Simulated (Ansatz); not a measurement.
Method: DFT PBEsol, scalar-relativistic, plane waves, PAW (Ansatz 0.2.0).

Settings: cutoff 420 eV, Γ-centred mesh 12×12×12 on the computed 2-atom cell, Gaussian smearing of 0.05 eV; no spin polarisation.

```yaml
crystal:
  lattice:
    - [0.01222, 2.68826, 2.65600]
    - [2.64394, 0.00733, 2.66089]
    - [2.63688, 2.68609, 0.01439]
  atoms:
    - { symbol: Si, position: [0.49434, 0.53237, 0.51505] }
    - { symbol: Si, position: [0.75566, 0.71763, 0.73495] }
```

Task: Is this geometry at equilibrium? Which atom feels the largest force?

Result: It isn't. Atom 1 (Si) feels (-3.71, -2.27, -2.64) eV/Å, 5.091 eV/Å in size, and symmetry-related atoms feel the same size.

Task: Give all forces and the stress.

Result:
| atom | Fx | Fy | Fz |
| --- | --- | --- | --- |
| Si1 | -3.715 | -2.269 | -2.641 |
| Si2 | 3.715 | 2.269 | 2.641 |
Stress (GPa, compression positive):
```
 8.46  9.68  5.87
 9.68 12.63 15.70
 5.87 15.70 11.77
```